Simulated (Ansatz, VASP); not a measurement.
# P (black phosphorene 3 layers, AA): VASP beside Ansatz, part 2 of 2

One calculation is typed for both programs; each brings its own data sets. How far apart do they land? The structure shown is the start of the Ansatz relaxation below; VASP solves that cell, so the two are compared at the walk's first step.

VASP 6.6.1 and Ansatz 0.2.0.

So far: Starting point; Ansatz: relaxation, PBE with D3(BJ).

### 3. VASP: single point, PBE with D3(BJ), start cell

Level of this step: PBE with D3(BJ); plane waves and PAW (P) (VASP).

The same cell, functional, mesh and smearing now go to VASP, with its own data sets.

Lines of VASP's logs that name or quote its potential files are left out, and so is its time.

INCAR

```
SYSTEM = P
PREC = Accurate
ENCUT = 400
EDIFF = 1E-06
NELM = 120
ISMEAR = -1
SIGMA = 0.05
LREAL = .FALSE.
ALGO = Normal
GGA = PE
IVDW = 12
NBANDS = 42
LORBIT = 11
LWAVE = .FALSE.
LCHARG = .FALSE.
ISIF = 2
LDIPOL = .TRUE.
IDIPOL = 3
DIPOL = 0.5 0.5 0.5
LVHAR = .TRUE.
LASPH = .TRUE.
GGA_COMPAT = .FALSE.
NELMDL = -8
KPAR = 2
```

POSCAR

```
P
1.0
    4.6200000000      0.0000000000      0.0000000000
    0.0000000000      3.3000000000      0.0000000000
    0.0000000000      0.0000000000     57.2200000000
P
12
Direct
    0.0900000000      0.0000000000      0.3853547711
    0.4100000000      0.5000000000      0.3871024117
    0.9100000000      0.0000000000      0.4245019224
    0.5900000000      0.5000000000      0.4227542817
    0.0900000000      0.0000000000      0.4804264243
    0.4100000000      0.5000000000      0.4821740650
    0.9100000000      0.0000000000      0.5195735757
    0.5900000000      0.5000000000      0.5178259350
    0.0900000000      0.0000000000      0.5754980776
    0.4100000000      0.5000000000      0.5772457183
    0.9100000000      0.0000000000      0.6146452289
    0.5900000000      0.5000000000      0.6128975883
```

KPOINTS

```
Automatic mesh
0
Gamma
8 10 1
0 0 0
```

Potentials, in the order of the species: P (PBE family, release 64).

Run with:

```
mpirun -np 2 vasp_std
```

Numbers of over 12 decimals in the logs are rounded to 6 here.

Output:

```text
[banner, memory and clock lines left out]
running    2 mpi-ranks, on    1 nodes
 distrk:  each k-point on    1 cores,    2 groups
 distr:  one band on    1 cores,    1 groups

 POSCAR found type information on POSCAR P
 POSCAR found :  1 types and      12 ions
 LDA part: xc-table for (Slater+PW92), standard interpolation
|                                                                             |
|           W    W    AA    RRRRR   N    N  II  N    N   GGGG   !!!           |
|           W    W   A  A   R    R  NN   N  II  NN   N  G    G  !!!           |
|           W    W  A    A  R    R  N N  N  II  N N  N  G       !!!           |
|           W WW W  AAAAAA  RRRRR   N  N N  II  N  N N  G  GGG   !            |
|           WW  WW  A    A  R   R   N   NN  II  N   NN  G    G                |
|           W    W  A    A  R    R  N    N  II  N    N   GGGG   !!!           |
|                                                                             |
|     One of the lattice vectors is very long (>50 A), but AMIN is rather     |
|     large. This can spoil convergence since charge sloshing might occur     |
|     along the long lattice vector. If problems with convergence are         |
|     observed, try to decrease AMIN to a smaller value (e.g. 0.01).          |
|     Note: This warning only applies if the self-consistency cycle is        |
|     used.                                                                   |
|                                                                             |

 POSCAR, INCAR and KPOINTS ok, starting setup
 FFT: planning ... GRIDC
 FFT: planning ... GRID_SOFT
 FFT: planning ... GRID
 WAVECAR not read
 entering main loop
       N       E                     dE             d eps       ncg     rms          rms(c)
DAV:   1     0.403635962222E+03    0.40364E+03   -0.16785E+04  2568   0.832E+02
DAV:   2    -0.723948508367E+01   -0.41088E+03   -0.39192E+03  3690   0.185E+02
DAV:   3    -0.626769307234E+02   -0.55437E+02   -0.54860E+02  3042   0.725E+01
DAV:   4    -0.644821079895E+02   -0.18052E+01   -0.17923E+01  3426   0.161E+01
DAV:   5    -0.645336239950E+02   -0.51516E-01   -0.51414E-01  3968   0.249E+00
DAV:   6    -0.645346485871E+02   -0.10246E-02   -0.10233E-02  3544   0.338E-01
DAV:   7    -0.645346912781E+02   -0.42691E-04   -0.42677E-04  4006   0.581E-02
DAV:   8    -0.645346925686E+02   -0.12905E-05   -0.12900E-05  3088   0.874E-03    0.174E+01
DAV:   9    -0.641497603147E+02    0.38493E+00   -0.28531E-01  3022   0.191E+00    0.103E+01
DAV:  10    -0.639998754041E+02    0.14988E+00   -0.46804E-01  3184   0.240E+00    0.567E-01
DAV:  11    -0.639991477594E+02    0.72764E-03   -0.38465E-02  3048   0.795E-01    0.383E-01
DAV:  12    -0.639991158366E+02    0.31923E-04   -0.33417E-03  3490   0.219E-01    0.215E-01
DAV:  13    -0.639990266773E+02    0.89159E-04   -0.83677E-04  3066   0.109E-01    0.853E-02
DAV:  14    -0.639990244280E+02    0.22493E-05   -0.38097E-04  3268   0.763E-02    0.374E-02
[...]
DAV:  21    -0.639995545956E+02   -0.44216E-04   -0.10371E-06  2218   0.337E-03    0.317E-03
DAV:  22    -0.639995748901E+02   -0.20294E-04   -0.50640E-07  2166   0.184E-03    0.186E-03
DAV:  23    -0.639995965414E+02   -0.21651E-04   -0.25287E-07  2066   0.132E-03    0.151E-03
DAV:  24    -0.639996080286E+02   -0.11487E-04   -0.12489E-07  1960   0.796E-04    0.408E-04
DAV:  25    -0.639996144757E+02   -0.64471E-05   -0.11413E-07  2000   0.707E-04    0.945E-04
DAV:  26    -0.639996168605E+02   -0.23847E-05   -0.25630E-08  1612   0.422E-04    0.114E-04
DAV:  27    -0.639996178851E+02   -0.10246E-05   -0.92435E-09  1510   0.244E-04    0.102E-04
DAV:  28    -0.639996188005E+02   -0.91537E-06   -0.14988E-08  1664   0.226E-04
   1 F= -.67591594E+02 E0= -.67588494E+02  d E =-.620010E-02
```

From OUTCAR (step 3):

```text
ion  position               nearest neighbor table
   1  0.090  0.000  0.385-   2 2.22   2 2.22   3 2.39
   2  0.410  0.500  0.387-   4 2.20   1 2.22   1 2.22
   3  0.910  0.000  0.425-   4 2.22   4 2.22   1 2.39
   4  0.590  0.500  0.423-   2 2.20   3 2.22   3 2.22
   5  0.090  0.000  0.480-   6 2.22   6 2.22   7 2.39
   6  0.410  0.500  0.482-   8 2.20   5 2.22   5 2.22
   7  0.910  0.000  0.520-   8 2.22   8 2.22   5 2.39
   8  0.590  0.500  0.518-   6 2.20   7 2.22   7 2.22
   9  0.090  0.000  0.575-  10 2.22  10 2.22  11 2.39
  10  0.410  0.500  0.577-  12 2.20   9 2.22   9 2.22
  11  0.910  0.000  0.615-  12 2.22  12 2.22   9 2.39
  12  0.590  0.500  0.613-  10 2.20  11 2.22  11 2.22

  LATTYP: Found a simple orthorhombic cell.
 ALAT       =     3.3000000000
 B/A-ratio  =     1.4000000000
 C/A-ratio  =    17.3393939394

 Subroutine GETGRP returns: Found  4 space group operations
 (whereof  4 operations were pure point group operations)

The static configuration has the point symmetry C_2h.

 Found     30 irreducible k-points:

   k-points           NKPTS =     30   k-points in BZ     NKDIM =     30   number of bands    NBANDS=     42

   dimension x,y,z NGX =    30 NGY =   24 NGZ =  378
   dimension x,y,z NGXF=    60 NGYF=   48 NGZF=  756

   ENCUT  =  400.0 eV  29.40 Ry    5.42 a.u.   7.53  5.38 93.31*2*pi/ulx,y,z

   NELECT =      60.0000    total number of electrons

 k-points in reciprocal lattice and weights: Automatic mesh
   0.00000000  0.00000000  0.00000000       0.013
   0.12500000  0.00000000  0.00000000       0.025
   0.25000000  0.00000000  0.00000000       0.025
   0.37500000  0.00000000  0.00000000       0.025
   0.50000000  0.00000000  0.00000000       0.013
   0.00000000  0.10000000  0.00000000       0.025
   0.12500000  0.10000000  0.00000000       0.050
   0.25000000  0.10000000  0.00000000       0.050
   0.37500000  0.10000000  0.00000000       0.050
[...]
0.37500000  0.50000000  0.00000000       0.025
   0.50000000  0.50000000  0.00000000       0.013

 dipolmoment           0.000000      0.000000     -0.000000 electrons x Angstroem

 average (electrostatic) potential at core
       1 -91.1636       2 -91.0518       3 -91.2287       4 -91.1162       5 -91.2544
       6 -91.1455       7 -91.2544       8 -91.1455       9 -91.2287      10 -91.1162
      11 -91.1636      12 -91.0518

 E-fermi :  -1.5464

 k-point     1 :       0.0000    0.0000    0.0000
  band No.  band energies     occupation
    ...
     26      -3.9299      2.00000
     27      -3.4075      2.00000
     28      -2.7453      2.00000
     29      -2.1290      1.99998
     30      -1.5634      1.16822
     31      -1.4839      0.44492
     32      -1.1771      0.00124
     33      -1.1572      0.00083
     34      -0.6590      0.00000
     35      -0.5250      0.00000
    ...

 k-point     2 :       0.1250    0.0000    0.0000
  band No.  band energies     occupation
    ...
     26      -3.6826      2.00000
     27      -3.2342      2.00000
     28      -3.1877      2.00000
     29      -2.6636      2.00000
     30      -2.2033      2.00000
     31      -0.8963      0.00000
     32      -0.6548      0.00000
     33      -0.6178      0.00000
     34      -0.5508      0.00000
     35      -0.4589      0.00000
    ...

 k-point     3 :       0.2500    0.0000    0.0000
  band No.  band energies     occupation
    ...
     26      -3.7059      2.00000
     27      -3.1191      2.00000
     28      -2.9593      2.00000
     29      -2.8464      2.00000
     30      -2.6501      2.00000
     31      -0.4342      0.00000
     32      -0.3522      0.00000
     33      -0.3084      0.00000
     34      -0.1667      0.00000
     35      -0.1362      0.00000
    ...

 Edisp (eV)   -3.59197

  Total      -4.61353    -4.32292    -1.11834     0.00000     0.00000    -0.24555
  in kB      -8.47306    -7.93933    -2.05390     0.00000     0.00000    -0.45097
  external pressure =       -6.16 kB  Pullay stress =        0.00 kB

  energy-cutoff  :      400.00
  volume of cell :      872.38
      direct lattice vectors                 reciprocal lattice vectors
     4.620000000  0.000000000  0.000000000     0.216450216  0.000000000  0.000000000
     0.000000000  3.300000000  0.000000000     0.000000000  0.303030303  0.000000000
     0.000000000  0.000000000 57.220000000     0.000000000  0.000000000  0.017476407

 POSITION                                       TOTAL-FORCE (eV/Angst)
 -----------------------------------------------------------------------------------
      0.41580      0.00000     22.05000         0.020610     -0.000000      1.009423
      1.89420      1.65000     22.15000         0.052795     -0.000000     -0.806588
      4.20420      0.00000     24.29000         0.145986     -0.000000     -1.073395
      2.72580      1.65000     24.19000        -0.234428      0.000000      0.806317
      0.41580      0.00000     27.49000        -0.108905     -0.000000      0.979591
      1.89420      1.65000     27.59000         0.170601     -0.000000     -0.870373
      4.20420      0.00000     29.73000         0.108905     -0.000000     -0.979591
      2.72580      1.65000     29.63000        -0.170601     -0.000000      0.870373
      0.41580      0.00000     32.93000        -0.145986     -0.000000      1.073395
      1.89420      1.65000     33.03000         0.234428     -0.000000     -0.806317
      4.20420      0.00000     35.17000        -0.020610     -0.000000     -1.009423
      2.72580      1.65000     35.07000        -0.052795     -0.000000      0.806588
 -----------------------------------------------------------------------------------
    total drift:                                0.000000     -0.000000      0.000000

  FREE ENERGIE OF THE ION-ELECTRON SYSTEM (eV)
  ---------------------------------------------------
  free  energy   TOTEN  =       -67.5915936559 eV

  energy  without entropy=      -67.5853935565  energy(sigma->0) =      -67.58849361

 vacuum level on the upper side and lower side of the slab         2.920         2.920

 total charge
# of ion       s       p       d       tot
------------------------------------------
    1        1.092   1.345   0.000   2.436
    2        1.071   1.405   0.000   2.476
    3        1.095   1.342   0.000   2.437
    4        1.074   1.401   0.000   2.475
    5        1.096   1.341   0.000   2.436
    6        1.075   1.399   0.000   2.475
    7        1.096   1.341   0.000   2.436
    8        1.075   1.399   0.000   2.475
    9        1.095   1.342   0.000   2.437
   10        1.074   1.401   0.000   2.475
   11        1.092   1.345   0.000   2.436
   12        1.071   1.405   0.000   2.476
--------------------------------------------------
tot         13.004  16.465   0.000  29.469

[... 3 further parts left out ...]
```

### 4. Comparison

Known differences besides the potentials themselves: Ansatz cuts the interaction across the vacuum, VASP repeats the sheet with a dipole correction; the cutoff is 420 eV in Ansatz and 400 eV in VASP. Total energies have different zeros and are not compared.

Forces on 7 of the 12 atoms, those with the largest forces and the largest differences (eV/Å; atoms numbered as in POSCAR):

```
atom        Ansatz x, y, z           VASP x, y, z
  P1  -0.018, 0.000, 0.976    0.021, 0.000, 1.009
  P3  0.189, 0.000, -1.035   0.146, 0.000, -1.073
  P5  -0.153, 0.000, 0.941   -0.109, 0.000, 0.980
  P6  0.198, 0.000, -0.903   0.171, 0.000, -0.870
  P7  0.153, 0.000, -0.941   0.109, 0.000, -0.980
  P9  -0.189, 0.000, 1.035   -0.146, 0.000, 1.073
 P11  0.018, 0.000, -0.976  -0.021, 0.000, -1.009
```

The forces differ by 29 meV/Å r.m.s., which is 5.3 % of the r.m.s. force of 0.543 eV/Å (both taken over all components). With vacuum in the cell, a pressure given here is an average over mostly empty space and none of the material.

### 5. Outcome

```yaml
r_m_s_force_difference_single_point_pbe_with_d3_bj_start_cell: 5.3 % of the r.m.s. force
```

The r.m.s. force difference is 5.3 % of the r.m.s. force (single point, PBE with D3(BJ), start cell), beyond the 3 % picked in this series as the mark of a large difference. What causes the difference of the single point, PBE with D3(BJ), start cell pair stays open here. 1 further run of this series is not shown here. Such differences can come from data sets, numerical settings and the points named under the comparisons, not from the functional's error against experiment.

[Lines on the potential files, build, host, timing and source positions are cut from VASP's logs without a mark.]

[Logs are printed without paths, hosts, clocks, repeated set-up lines and the standing remarks that a program may print on its own settings, such as how far it seeks lower states.]

[Hosts, paths, dates, database ids (printed as entryN), source tags and the programs' standing remarks are cut or masked in the printed files.]
